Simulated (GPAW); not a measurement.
# Hf (P6_3/mmc) in GPAW: reference runs, part 2 of 2

GPAW 26.7.0. Earlier steps stand in the parts before.

## 4. Equation of state, PBEsol

Input file run.py:

```python
from ase import Atoms
from ase.eos import EquationOfState
from ase.io import Trajectory
from ase.units import GPa
from gpaw import GPAW, PW, setup_paths

setup_paths.insert(0, '.')

atoms = Atoms(['Hf', 'Hf'],
              cell=[[3.1967, 0.0, 0.0],
                    [-1.59835, 2.7684234083, 0.0],
                    [0.0, 0.0, 5.0578]],
              scaled_positions=[[0.6666666667, 0.3333333333, 0.75],
                                [0.3333333333, 0.6666666667, 0.25]],
              pbc=True)

traj = Trajectory('eos.traj', 'w')
volumes, energies = [], []
for x in [0.94, 0.96, 0.98, 1.0, 1.02, 1.04, 1.06]:
    a = atoms.copy()
    a.set_cell(atoms.cell * x**(1 / 3), scale_atoms=True)
    calc = GPAW(mode=PW(600),
                xc='PBEsol',
                kpts={'size': (10, 10, 5), 'gamma': True},
                occupations={'name': 'fermi-dirac', 'width': 0.05},
                nbands=24,
                convergence={'density': 1e-05, 'energy': 1e-05},
                maxiter=150,
                txt=f'eos-{x:.2f}.txt')
    a.calc = calc
    energies.append(a.get_potential_energy(force_consistent=True))
    volumes.append(a.get_volume())
    p = -a.get_stress()[:3].mean() / GPa
    calc.write(f'eos-{x:.2f}.gpw')
    traj.write(a)
    print(f'{x:.2f} {volumes[-1]:10.4f} A^3 {energies[-1]:14.6f} eV {p:9.3f} GPa', flush=True)

v0, e0, B = EquationOfState(volumes, energies, eos='birchmurnaghan').fit()
print(f'V0 = {v0:.4f} A^3, E0 = {e0:.6f} eV, B0 = {B / GPa:.2f} GPa')
```

Potentials or basis: PAW data sets generated in the run's folder for this functional, pw.

Launch:

```sh
$ gpaw-setup -f PBEsol Hf
$ OMP_NUM_THREADS=1 python run.py
```

The log of the run:

```text
__  _  _
 | _ |_)|_||  |
 |__||  | ||/\| - 26.7.0

Input parameters:
  mode=PW(ecut=600.0),
  convergence={'density': 1e-05, 'energy': 1e-05},
  kpts=MonkhorstPack(size=(10, 10, 5), gamma=True),
  maxiter=150,
  nbands=24,
  occupations=Occupations(name='fermi-dirac', width=0.05),
  xc=XC(name='PBEsol')

Diagonalizing LCAO Hamiltonian
Converting LCAO to pw mode

           Hf

        Hf

Atoms  # Å, Bohr magnetons
|   | symbol |         x |        y |        z |    initial magnetic moments |
|---|--------|-----------|----------|----------|-----------------------------|
| 0 |     Hf |  1.565721 | 0.903970 | 3.715913 | ( 0.0000,  0.0000,  0.0000) |
| 1 |     Hf | -0.000000 | 1.807939 | 1.238638 | ( 0.0000,  0.0000,  0.0000) |

Unit cell  # Å
| periodic |         x |        y |        z |  lengths |     angles |
|----------|-----------|----------|----------|----------|------------|
|      yes |  3.131443 | 0.000000 | 0.000000 | 3.131443 |  90.000000 |
|      yes | -1.565721 | 2.711909 | 0.000000 | 3.131443 |  90.000000 |
|      yes |  0.000000 | 0.000000 | 4.954551 | 4.954551 | 120.000000 |

Number of symmetries: 12
Symmetry operations  # r_c * U_cc + t_c -> r_c
|    | kind |            matrix            |
|----|------|------------------------------|
|  0 |  σ   |  1, 1, 0,  0,-1, 0,  0, 0, 1 |
|  1 |  S6  |  1, 1, 0, -1, 0, 0,  0, 0,-1 |
|  2 |  E   |  1, 0, 0,  0, 1, 0,  0, 0, 1 |
|  3 |  C2  |  1, 0, 0, -1,-1, 0,  0, 0,-1 |
|  4 |  C2  |  0, 1, 0,  1, 0, 0,  0, 0,-1 |
|  5 |  C3  |  0, 1, 0, -1,-1, 0,  0, 0, 1 |
|  6 |  S6  |  0,-1, 0,  1, 1, 0,  0, 0,-1 |
|  7 |  σ   |  0,-1, 0, -1, 0, 0,  0, 0, 1 |
|  8 |  σ   | -1, 0, 0,  1, 1, 0,  0, 0, 1 |
|  9 |  i   | -1, 0, 0,  0,-1, 0,  0, 0,-1 |
| 10 |  C3  | -1,-1, 0,  1, 0, 0,  0, 0, 1 |
| 11 |  C2  | -1,-1, 0,  0, 1, 0,  0, 0,-1 |

BZ-sampling:
  Number of BZ points: 500
  Number of IBZ points: 58

  Monkhorst-Pack size: [10, 10, 5]
  Monkhorst-Pack shift: [0.05, 0.05, 0.0]

K-points  # in reciprocal-cell coordinates
|     |                                coordinates |     weight |
|-----|--------------------------------------------|------------|
|   0 | (  0.00000000,   0.00000000,   0.00000000) | 0.00200000 |
|   1 | (  0.00000000,   0.00000000,   0.20000000) | 0.00400000 |
|   2 | (  0.00000000,   0.00000000,   0.40000000) | 0.00400000 |
|   3 | (  0.10000000,   0.00000000,  -0.40000000) | 0.01200000 |
|   4 | (  0.10000000,   0.00000000,  -0.20000000) | 0.01200000 |
|   5 | (  0.10000000,   0.00000000,   0.00000000) | 0.01200000 |
|   6 | (  0.10000000,   0.00000000,   0.20000000) | 0.01200000 |
|   7 | (  0.10000000,   0.00000000,   0.40000000) | 0.01200000 |
|   8 | (  0.20000000,  -0.10000000,   0.00000000) | 0.01200000 |
|   9 | (  0.20000000,  -0.10000000,   0.20000000) | 0.02400000 |
| ... |                                            |            |
|  57 | (  0.50000000,   0.50000000,   0.40000000) | 0.01200000 |

Plane wave coefficients: 1414
Cutoff: 600.0 eV

Spin-components: 1 (collinear spins)
Bands:           24
Projectors:      12
Spin-degeneracy: 2
Datatype:        complex128

Parallelization:
  kpt:    1
  domain: 1
  band:   1

Density:
  Valence electrons: 24.0
  Components: 1
  Grid points: [18 18 28]
  Charge: 0.0  # |e|

Potential:
  Grid points: [18 18 28]

species:
  Hf:
    name:    Hafnium
    Z:       72.0
    valence: 12
    core:    60
    charge:  0.0  # [|e|]
    compensation charges:
      type: gauss
      rc: 0.41  # [Å]
      lmax: 2
    cutoffs:
      filter: 2.36  # [Å]
      core: 4.02  # [Å]
    projectors
    | kind |    occ | energy [eV] | rcut [Å] |
    |------|--------|-------------|----------|
    |   5s |  2.000 |     -66.855 |    1.397 |
    |   6s |  2.000 |      -5.120 |    1.397 |
    |   5p |  6.000 |     -35.615 |    1.307 |
    |   6p |  0.000 |      -1.375 |    1.307 |
    |   5d |  2.000 |      -2.724 |    1.334 |
    |    d |        |      24.487 |    1.334 |

    Using partial waves for Hf as LCAO basis

Reference energy: -819524.750635  # eV

eigensolver:
  PPCG
  Converge bands: occupied
  niter=2

density mixing:
  MSR1-Mixer
  Pratt-step length: 0.05
  Maximum mixing coefficient: 0.75
  Old densities: 10
  SVD Regularization: 0.005
  Good broyden scale: 1.0
  Trust region scale: 1.0
  Backstep threshold: 4.0
  History deletion threshold: 6.0
  Fourier metric: weight=20.0, sigma=0.015

occupation numbers:
  Fermi-Dirac:
    width: 0.0500  # eV

poisson solver:
  ecut: 4800.0  # eV

xc functional:
  name: PBEsol with 2 nearest neighbor stencil

convergence criteria:
- Maximum integral of absolute [dens]ity change: 1e-05 electrons / valence electron
- Maximum [total energy] change in last 3 cyles: 1e-05 eV / valence electron
- Maximum integral of absolute [eigenst]ate change: 4e-08 eV^2 / valence electron
maximum number of iterations: 150

SCF iterations
|iter     | |      energy | eigst |  dens |
|---------|-|-------------|-------|-------|
|iter:   1| |  -16.354648 | -0.12 |       |
|iter:   2| |  -16.320726 | -2.75 | -1.30 |
|iter:   3| |  -16.138536 | -1.70 | -1.33 |
|iter:   4| |  -16.145367 | -3.10 | -1.96 |
|iter:   5| |  -16.147248 | -4.41 | -2.40 |
|iter:   6| |  -16.147260 | -6.16 | -3.53 |
|iter:   7| |  -16.147260c| -7.70c| -4.09 |
|iter:   8| |  -16.147260c| -7.78c| -4.88 |
|iter:   9| |  -16.147260c| -8.76c| -6.07c|

Converged in 9 steps
Energy contributions relative to reference atoms: (reference = -819524.750635)

Energy contributions:
  Kinetic:          18.930807
  Coulomb:         -16.830476
  Zero:             -0.999244
  External:          0.000000
  Xc:              -17.244043
  Entropy:          -0.008608
  Spinorbit:         0.000000
  ----------------------------
  Free energy:     -16.151564
  Extrapolated:    -16.147260

dipole moment: (-0.000013, -0.000023, -0.000041)  # |e|*Ang

Fermi level: 10.530
Eigenvalues  # (at kpt = [0.000, 0.000, 0.000])
| band index |      eig [eV] | occ [0-2] |
|------------|---------------|-----------|
|          0 |       -51.015 |     2.000 |
|        ... |               |           |
|          2 |       -20.480 |     2.000 |
|          3 |       -19.572 |     2.000 |
|          4 |       -19.572 |     2.000 |
|          5 |       -19.418 |     2.000 |
|          6 |       -19.417 |     2.000 |
|          7 |       -19.417 |     2.000 |
[... 8 lines left out ...]
|         16 |        13.305 |     0.000 |
|         17 |        13.305 |     0.000 |
|        ... |               |           |
|         23 |        25.859 |     0.000 |

No gap
No difference between direct/indirect transitions

Stress tensor  # eV/Ang^3
|         x |         y |         z |
|-----------|-----------|-----------|
| -0.022472 | -0.000000 |  0.000000 |
|  0.000000 | -0.022472 |  0.000000 |
|  0.000000 |  0.000000 | -0.021427 |

# Writing to eos-0.94.gpw (mode='')
```

Wall time 2.8 min (1 thread of Intel Xeon Platinum 8375C at 2.90GHz (Ice Lake), shared host); peak memory 0.33 GiB.

Results:

```
Equilibrium volume                        : 21.66 Å³/atom
Bulk modulus at fixed shape and positions : 115 GPa
Pressure derivative of the bulk modulus   : 3.5
```

Energy against volume, from the lowest point:
```tsv
volume (Å³/atom)	energy (meV/atom)
21.037	6.25
21.485	0.00
21.933	0.63
22.380	7.55
22.828	20.20
23.276	38.06
23.723	60.66
```

Caveat: the cell was scaled at fixed shape and fractional positions, which overstates the stiffness of a crystal with free parameters, most of all of layers and chains.

## 5. The runs side by side

| task | cell | gap on the mesh (eV) | pressure (GPa) |
| --- | --- | --- | --- |
| single point | as given | none | -3.5 |
| single point | atoms moved at random, drawn with an rms of 0.05 Å | none | -3.5 |
| equation of state | as given | - | - |

Alike in all rows: level PBEsol; potentials or basis PAW data sets generated in the run's folder for this functional, pw; no spin polarisation; k mesh 10 × 10 × 5; cutoff (eV) 600; smearing fermi-dirac 0.05 eV.

Caveats: the cell was scaled at fixed shape and fractional positions, which overstates the stiffness of a crystal with free parameters, most of all of layers and chains (some runs).

Absolute energies hang on the potentials; compare differences alone.
